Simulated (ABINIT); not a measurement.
# InSe (C2/m) in ABINIT: band structure with TB-mBJ

Aim: the band structure of InSe with TB-mBJ.

All numbers are computed with ABINIT 10.8.3 (patched build); they aren't measurements. Logs are shortened: lines on timing, memory, paths and dates and some standing lists are left out, and cuts for length are marked. The log counts tension as positive stress, the text compression.

**1. The structure**

It takes space group C2/m (No. 12, monoclinic). Conventional cell: a = 11.653 Å, b = 4.109 Å, c = 5.073 Å, α = 90.00°, β = 109.86°, γ = 90.00°. Around In (site symmetry m) lie 3 Se at 2.68 to 2.69 Å and 1 In at 2.80 Å. Se (site symmetry m) has 3 In at 2.68 to 2.69 Å as nearest neighbours.

The cell comes from a database or a generator and needn't be the stable form of this composition.

**2. Band structure, TB-mBJ**

run.abi reads:

```
ndtset 2

pp_dirpath "./"
pseudos "In.LDA_PW-JTH.xml, Se.LDA_PW-JTH.xml"

acell 11.6748430538 11.6748430538 9.5865738133
rprim
     0.9430779312    -0.3325718204     0.0000000000
     0.9430779312     0.3325718204     0.0000000000
    -0.3396874117     0.0000000000     0.9405383896
ntypat 2
znucl 49 34
natom 4
typat 1 1 2 2
xred
     0.8882032500     0.8882032500     0.0468413600
     0.1117967500     0.1117967500     0.9531586400
     0.6609275900     0.6609275900     0.6689556200
     0.3390724100     0.3390724100     0.3310443800
chkprim 0
chksymtnons 0
tolsym 1.0e-6

ecut 26.0
pawecutdg 48.0

ixc -208012
usekden 1
pawxcdev 0

occopt 3
tsmear 0.05 eV

nstep 100
diemix 0.3
optforces 0
optstress 0

iomode 3
prtwf 0
prteig 0
prtebands 0
enunit 1
prtden1 1
prtkden1 1
prtvha1 1
prtvclmb1 1
prtpot1 1

kptopt1 1
ngkpt1 4 4 4
nshiftk1 1
shiftk1 0.0 0.0 0.0
nband1 23
tolvrs1 1.0e-7

iscf2 -2
getden2 1
getkden2 1
nband2 29
nbdbuf2 4
tolwfr2 1.0e-11
kptopt2 -2
ndivsm2 5
prteig2 1
prtvol2 -3
kptbounds2
     0.0000000000     0.5000000000     0.0000000000
     0.0000000000     0.0000000000     0.0000000000
     0.0000000000     0.0000000000    -0.5000000000
```

Potentials or basis: JTH PAW LDA v2.0.

Launch:

```
> mpirun --bind-to none -np 4 abinit run.abi > log 2>&1
```

run.abo:

```text
.Version 10.8.3 of ABINIT
 DATASET    1 : space group C2/m (# 12); Bravais mC (1-face-center monocl.)
================================================================================
 Values of the parameters that define the memory need for DATASET  1.
     intxc =       0    ionmov =       0      iscf =       7    lmnmax =      18
     lnmax =       6     mgfft =      54  mpssoang =       3    mqgrid =    3001
     natom =       4  nloc_mem =       2    nspden =       1   nspinor =       1
    nsppol =       1      nsym =       4    n1xccc =       1    ntypat =       2
    occopt =       3   xclevel =       2
       mpw =        4898          nfft =      139968          nkpt =          24
Pmy_natom=         1
 PAW method is used; the additional fine FFT grid is defined by:
   mgfftf=        75    nfftf =    337500
================================================================================
================================================================================

 DATASET    2 : space group C2/m (# 12); Bravais mC (1-face-center monocl.)
================================================================================
 Values of the parameters that define the memory need for DATASET  2.
     intxc =       0    ionmov =       0      iscf =      -2    lmnmax =      18
     lnmax =       6     mgfft =      54  mpssoang =       3    mqgrid =    3001
     natom =       4  nloc_mem =       2    nspden =       1   nspinor =       1
    nsppol =       1      nsym =       4    n1xccc =       1    ntypat =       2
    occopt =       3   xclevel =       2
       mpw =        4906          nfft =      139968          nkpt =          12
Pmy_natom=         1
 PAW method is used; the additional fine FFT grid is defined by:
   mgfftf=        75    nfftf =    337500
================================================================================
================================================================================

--------------------------------------------------------------------------------
------------- Echo of variables that govern the present computation ------------
--------------------------------------------------------------------------------
 -outvars: echo values of preprocessed input variables --------
            acell      1.1674843054E+01  1.1674843054E+01  9.5865738133E+00 Bohr
              amu      1.14820000E+02  7.89600000E+01
          chkprim           0
      chksymtnons           0
           diemix      3.00000000E-01
             ecut      2.60000000E+01 Hartree
           enunit           1
           getden1          0
[... 487 lines left out ...]
       0.888203250000      0.888203250000      0.046841360000
       0.111796750000      0.111796750000      0.953158640000
       0.660927590000      0.660927590000      0.668955620000
       0.339072410000      0.339072410000      0.331044380000

 cartesian coordinates (angstrom) at end:
    1     10.26932359543500    -0.00000000000000     0.22349642253043
    2     -0.33977085995591    -0.00000000000000     4.54785143181083
    3      6.54888119291267    -0.00000000000000     3.19181996213652
    4      3.38067154256642    -0.00000000000000     1.57952789220473
 length scales= 11.674843053800 11.674843053800  9.586573813300 bohr
              =  6.178060880749  6.178060880749  5.072996389196 angstroms
 Eigenvalues (   eV  ) for nkpt=  12  k points:
 kpt#   1, nband= 29, wtk=  1.00000, kpt=  0.0000  0.5000  0.0000 (reduced coord)
 -12.64188  -12.56796  -12.51572  -12.40208  -12.31900  -12.31350  -12.26959  -12.23584
 -12.15777  -11.99335   -9.75772   -9.51426   -3.44811   -2.55372   -0.06650    0.15234
   0.47757    0.80574    1.16751    4.50382    5.27070    6.52745    6.71324    7.19761
   8.98335    9.48498   11.23293   11.73917   11.79577
 kpt#   2, nband= 29, wtk=  1.00000, kpt=  0.0000  0.4167  0.0000 (reduced coord)
 -12.63807  -12.56574  -12.51686  -12.39670  -12.32030  -12.31045  -12.27256  -12.23363
 -12.16001  -11.99530   -9.90959   -9.42097   -3.34896   -2.47965   -0.19009    0.08142
   0.45306    0.88398    1.22262    4.60627    5.09702    6.37402    7.05932    7.46606
   9.07289    9.64913   11.11300   11.60012   11.94128
 kpt#   3, nband= 29, wtk=  1.00000, kpt=  0.0000  0.3333  0.0000 (reduced coord)
 -12.63143  -12.55922  -12.51442  -12.38280  -12.32461  -12.30266  -12.28025  -12.22782
 -12.16615  -12.00091  -10.16469   -9.32379   -3.07505   -2.28084   -0.43976   -0.03300
   0.38447    0.99426    1.29163    4.80323    5.04867    6.18423    7.67737    7.99930
   9.15226   10.12565   10.77031   11.06406   11.97732
 kpt#   4, nband= 29, wtk=  1.00000, kpt=  0.0000  0.2500  0.0000 (reduced coord)
 -12.62992  -12.55551  -12.49216  -12.36521  -12.33209  -12.29540  -12.28664  -12.21917
[... 29 lines left out ...]
 -12.64441  -12.55933  -12.39387  -12.35368  -12.33305  -12.31542  -12.26384  -12.20630
 -12.19307  -12.02996  -10.57040   -9.58149   -2.68115   -1.88807   -0.49150    0.40637
   0.93938    1.13960    1.71707    4.46047    4.72453    6.87717    7.04415    8.82444
   9.41522    9.43434   10.99244   11.52034   11.84526
 kpt#  11, nband= 29, wtk=  1.00000, kpt=  0.0000  0.0000 -0.4000 (reduced coord)
 -12.64632  -12.55883  -12.39430  -12.35224  -12.33432  -12.31521  -12.26334  -12.20604
 -12.19299  -12.03167  -10.41050   -9.75539   -2.84857   -2.04156   -0.07225    0.45626
   1.01444    1.14732    1.83008    4.09629    4.84534    6.71002    6.72205    9.15896
   9.17947    9.65185   11.17413   11.76408   11.96056
 kpt#  12, nband= 29, wtk=  1.00000, kpt=  0.0000  0.0000 -0.5000 (reduced coord)
 -12.64710  -12.55877  -12.39453  -12.35179  -12.33493  -12.31517  -12.26324  -12.20603
 -12.19316  -12.03240  -10.32031   -9.85094   -2.90776   -2.09552    0.19315    0.47696
   0.88210    1.14833    1.90825    3.93845    5.02037    6.45381    6.67325    9.04248
   9.37389    9.78383   11.29062   11.99713   12.11565

== END DATASET(S) ==============================================================
================================================================================

 -outvars: echo values of variables after computation  --------
            acell      1.1674843054E+01  1.1674843054E+01  9.5865738133E+00 Bohr
           etotal1    -1.0704458670E+02
            fcart1     9.9999999999E+99  9.9999999999E+99  9.9999999999E+99
                       9.9999999999E+99  9.9999999999E+99  9.9999999999E+99
                       9.9999999999E+99  9.9999999999E+99  9.9999999999E+99
                       9.9999999999E+99  9.9999999999E+99  9.9999999999E+99
            rprim      9.4307793120E-01 -3.3257182040E-01  0.0000000000E+00
                       9.4307793120E-01  3.3257182040E-01  0.0000000000E+00
                      -3.3968741170E-01  0.0000000000E+00  9.4053838960E-01
           strten1     9.9999999999E+99  9.9999999999E+99  9.9999999999E+99
                       9.9999999999E+99  9.9999999999E+99  9.9999999999E+99
           xangst      1.0269323595E+01 -9.7851880908E-17  2.2349642253E-01
                      -3.3977085996E-01 -4.2995522156E-17  4.5478514318E+00
                       6.5488811929E+00 -3.0391804429E-16  3.1918199621E+00
                       3.3806715426E+00 -3.8249742088E-17  1.5795278922E+00
             xred      8.8820325000E-01  8.8820325000E-01  4.6841360000E-02
                       1.1179675000E-01  1.1179675000E-01  9.5315864000E-01
                       6.6092759000E-01  6.6092759000E-01  6.6895562000E-01
                       3.3907241000E-01  3.3907241000E-01  3.3104438000E-01
 Calculation completed.
```

Wall time 5.1 min (4 MPI ranks of Arm Neoverse V2, shared host); peak memory 1 GiB.

Results:

* Band gap on the k mesh: 1.69 eV, indirect (least direct gap 2.03 eV)
* Band gap along the path: 2.03 eV, direct
* Valence electrons inside the program's atomic spheres: In 11.10; Se 4.00

Levels at the corners of the path, in eV from the valence-band top:
```
point  band 15  band 16  band 17  band 18  band 19  band 20  band 21  band 22  band 23  band 24
    X    -1.97    -1.76    -1.43    -1.10    -0.74     2.60     3.36     4.62     4.80     5.29
    Γ    -3.06    -1.70    -1.61    -0.92    -0.81     3.45     3.91     4.69     5.68     6.45
    Y    -1.72    -1.43    -1.03    -0.76     0.00     2.03     3.11     4.55     4.77     7.13
```

Caveat: the constant c of TB-mBJ comes from the pseudo density here, which moves gaps by up to 0.3 eV between sets of potentials; spin-orbit coupling is left out, which moves the levels of the heavy elements.
